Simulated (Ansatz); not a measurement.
SrO (P6_3/mmc), a vibration from a frozen displacement

Method: DFT LDA, scalar-relativistic, plane waves, PAW (Ansatz). The runs took a 420 eV cutoff, a Γ-centred 9×9×4 mesh and Gaussian smearing (0.05 eV). No spin polarisation. Energies are free energies at this smearing, counted from the undisturbed cell; pressure is positive in compression.

Reference structure (as given, not relaxed at this level; it stands at -5.6 GPa; this form isn't the usual structure):

```
Sr O
1.0
     3.55329    0.00000    0.00000
    -1.77664    3.07724    0.00000
     0.00000    0.00000    6.21730
Sr O
2 2
Direct
  0.33333 0.66667 0.25000
  0.66667 0.33333 0.75000
  0.00000 0.00000 0.00000
  0.00000 0.00000 0.50000
```

Every O atom is moved by x along the Cartesian unit vector (0.000, 0.000, 1.000); the cell and all other atoms stay fixed. The cell's volume is 67.98 Å³; the moved atoms weigh 31.998 u together and the others 175.240 u. Some rows repeat others by symmetry and weren't run.

```
  x (Å)  ΔE (meV/cell) total force on the moved atoms along the move (eV/Å) pressure (GPa)
-0.5000         545.55                                                2.5464          2.0907
-0.4375         400.32                                                2.1052          0.2877
-0.3750         281.74                                                1.6950         -1.2849
-0.3125         187.64                                                1.3228         -2.6180
-0.2500         115.53                                                0.9916         -3.7067
-0.1875          62.85                                                0.7006         -4.5500
-0.1250          27.22                                                0.4448         -5.1492
-0.0625           6.69                                                0.2154         -5.5071
 0.0000           0.00                                                0.0000         -5.6260
 0.0625           6.69                                               -0.2154         -5.5071
 0.1250          27.22                                               -0.4448         -5.1492
 0.1875          62.85                                               -0.7006         -4.5500
 0.2500         115.53                                               -0.9916         -3.7067
 0.3125         187.64                                               -1.3228         -2.6180
 0.3750         281.74                                               -1.6950         -1.2849
 0.4375         400.32                                               -2.1052          0.2877
 0.5000         545.55                                               -2.5464          2.0907
```

**Question.** What frequency belongs to this motion?

**Answer.** The force constant is k = −dF/dx = 3.446 eV/Å², from the parabola through x = -0.0625, 0 and 0.0625. In every cell the moved atoms swing against the rest, so the mass is μ = m₁m₂/(m₁ + m₂) = 27.057 u, and ν̃ = 521.5 cm⁻¹ × √(|k|/μ) = 186 cm⁻¹, at this cell's pressure of -5.6 GPa. To first order in x, and within 1 %, the force on every atom lies along the move and, within each of the two groups, in proportion to the atom's mass, so this is itself a mode at the zone centre of this cell, taken without macroscopic field (the transverse frequency in a polar insulator).

**Question.** How far does the harmonic law reach?

**Answer.** At x = -0.500 Å, kx²/2 = 430.80 meV against the computed 545.55 meV (+26.6 %): the well stiffens in this direction at large amplitude.

**Question.** The pressure changes with x². What does that say about the frequency under compression?

**Answer.** With E = k(V)x²/2, k ∝ V^(−2γ) and x scaling with the cell as V^(1/3), P − P0 = −∂E/∂V = (2γ − 2/3) ΔE/V. At x = 0.1250 Å, V(P − P0) = 67.98 × 0.47683 / 160.2 eV = 202.32 meV and ΔE = 27.22 meV, so γ = 1/3 + V(P − P0)/(2ΔE) = 4.05. This is the Grüneisen parameter of the motion under uniform scaling of the cell: shrinking the cell evenly by 1 % in volume raises the frequency by about 4.05 %.